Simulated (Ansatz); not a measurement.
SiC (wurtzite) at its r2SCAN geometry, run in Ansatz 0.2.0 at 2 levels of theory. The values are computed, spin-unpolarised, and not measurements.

The HSE06 input:
```yaml
crystal:
  lattice:
    - [3.0753562278, 0.0, 0.0]
    - [-1.5376781139, 2.663336619, 0.0]
    - [0.0, 0.0, 5.0481082228]
  atoms:
    - { symbol: Si, position: [0.3333333333, 0.6666666667, -0.0004084119] }
    - { symbol: Si, position: [0.6666666667, 0.3333333333, 0.4995915881] }
    - { symbol: C, position: [0.3333333333, 0.6666666667, 0.3754084119] }
    - { symbol: C, position: [0.6666666667, 0.3333333333, 0.8754084119] }
kpoints:
  mp_grid: { grid: [6, 6, 4] }
  band_path:
    path:
      - [0.0, 0.0, 0.0]
      - [0.5, 0.0, 0.0]
      - [0.3333333333, 0.3333333333, 0.0]
      - [0.0, 0.0, 0.5]
      - [0.5, 0.0, 0.5]
      - [0.3333333333, 0.3333333333, 0.5]
    npoints: 1
hamiltonian:
  xc: hse06
scf:
  occupations: { method: fixed }
  n_extra_bands: 5
output:
  forces: true
  stress: true
  eigenvalues: true
```

Main results, then, where recorded, the levels near the gap in eV from the Fermi energy (columns number the bands from 0), one row a point of the path (Γ, M, K, A, L, H):
```
Crystal: 4 atoms, lattice volume = 41.348 Å³
Symmetry: 12 space group operations
Space group: P63mc (ITA 186)
```
```
Basis set: ecut = 420 eV, 785 PW (Γ)
Bands: 13, of which v1, the nominal top of the filled ones, is band 8 counted from 1 (7 counted from 0)
k-points: 21 of 144 (time reversal used)
Exchange kernel: α = 0.2500, screened, ω = 0.2079 Å⁻¹, Wigner–Seitz truncation, v(0) = 1043.0621 eV·Å³, q-mesh 6×6×4
hybrid outer 1: dexx = +5.130e-3 eV, tail = 5.94e-6 eV
hybrid outer 2: dexx = +4.899e-8 eV, tail = 1.99e-9 eV, Δε = 8.03e-4 eV, ΔF = 3.17e-4 eV/Å
Free energy (F): -1775.566214 eV
Fermi energy:    9.051647 eV
--- Forces (eV/Å), atoms counted from 1 ---
  atom   1  Si      0.00000      0.00000    -0.01868
  atom   2  Si      0.00000      0.00000    -0.01868
  atom   3  C       0.00000      0.00000      0.01868
  atom   4  C       0.00000      0.00000      0.01868
--- Stress (GPa, compression-positive) ---
       -1.007729       0.000000       0.000000
        0.000000      -1.007729       0.000000
        0.000000       0.000000      -1.518310
  P = ⅓ Tr σ = -1.1779 GPa (-11.779 kbar)
```
```tsv
band_3	band_4	band_5	band_6	band_7	band_8	band_9	band_10
-1.456	-1.456	-0.116	0.000	0.000	5.967	7.466	7.901
-6.916	-5.931	-3.650	-3.515	-1.321	3.739	5.250	8.111
-6.868	-6.868	-4.395	-4.395	-4.188	3.160	9.485	10.247
-4.865	-0.790	-0.790	-0.790	-0.790	7.117	7.117	8.622
-9.052	-2.685	-2.685	-2.546	-2.546	4.273	4.273	6.370
-8.479	-6.137	-6.137	-1.902	-1.902	6.196	6.196	7.178
```

HSE06 gives an indirect gap of 3.16 eV, from Γ to K; the least direct gap is 5.06 eV at M.

Q: Another run on the same cell gave
```
Basis set: ecut = 420 eV, 785 PW (Γ)
Bands: 13, of which v1, the nominal top of the filled ones, is band 8 counted from 1 (7 counted from 0)
k-points: 21 of 144 (time reversal used)
hybrid outer 1: dexx = +7.623e-3 eV, tail = 9.04e-6 eV
hybrid outer 2: dexx = +8.755e-8 eV, tail = 5.12e-9 eV, Δε = 1.10e-3 eV, ΔF = 2.56e-4 eV/Å
Free energy (F): -1776.028930 eV
Fermi energy:    8.673582 eV
--- Forces (eV/Å), atoms counted from 1 ---
  atom   1  Si      0.00000      0.00000    -0.01810
  atom   2  Si      0.00000      0.00000    -0.01810
  atom   3  C       0.00000      0.00000      0.01809
  atom   4  C       0.00000      0.00000      0.01809
--- Stress (GPa, compression-positive) ---
       -1.171339       0.000000       0.000000
        0.000000      -1.171339       0.000000
        0.000000       0.000000      -1.681060
  P = ⅓ Tr σ = -1.3412 GPa (-13.412 kbar)
```
```tsv
band_3	band_4	band_5	band_6	band_7	band_8	band_9	band_10
-1.460	-1.460	-0.111	0.000	0.000	6.709	8.214	8.653
-6.960	-5.973	-3.663	-3.543	-1.324	4.474	6.002	8.866
-6.916	-6.916	-4.426	-4.426	-4.214	3.885	10.260	11.022
-4.905	-0.792	-0.792	-0.792	-0.792	7.864	7.864	9.376
-9.107	-2.696	-2.696	-2.552	-2.552	5.008	5.008	7.113
-8.532	-6.184	-6.184	-1.905	-1.905	6.939	6.939	7.942
```
Which level of theory gave it?

A: It is PBE0, judged by the exchange loop and the size of the gap (a near hybrid could fit too), on 6×6×4; the blocks that differ from the first input, but for the band path:
```yaml
hamiltonian:
  xc: pbe0
```
The PBE0 gap is indirect, 3.88 eV (Γ to K), below the direct gap of 5.80 eV at M. The mean pressure at these positions is -1.3 GPa, compression counted positive. The stress of a hybrid is loosely converged here.

Totals of different functionals can't be compared.

The meshes of the hybrids are coarse, so their gaps aren't converged to the digits shown.
